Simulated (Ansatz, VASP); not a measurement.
## Two plane-wave programs on NaF

```xyz
2
Lattice="2.7935 0.0000 0.0000 0.0000 2.7935 0.0000 0.0000 0.0000 2.7935" Properties=species:S:1:pos:R:3 pbc="T T T"
Na    0.0000    0.0000    0.0000
F     1.3967    1.3967    1.3967
```

Alike in both runs: task single point; functional r2SCAN; k mesh 10 × 10 × 10; no spin polarisation.

|  | VASP | Ansatz |
| --- | --- | --- |
| version | VASP 6.6.1 | Ansatz 0.2.0 |
| potentials or method | VASP PAW PBE potentials, release 64 (Na_pv, F) | plane waves, PAW |
| plane-wave cutoff (eV) | 520 | 500 |
| occupations | gaussian, width 0.01 eV | fixed |
| valence electrons in the cell | 14 | 16 |

```csv
,VASP,Ansatz,Ansatz less VASP
gap on the k mesh at the Fermi level (eV),7.11,7.06,-0.057
pressure (GPa),-0.9,0.0,+0.87
```

The two sets of potentials don't hold the same shells in valence.

Caveats: the PAW data sets were made with another functional, which shifts forces and pressure a little (VASP). r2SCAN opens gaps a little over a GGA but as a rule still falls short of measured ones. A k mesh can miss the band edges.
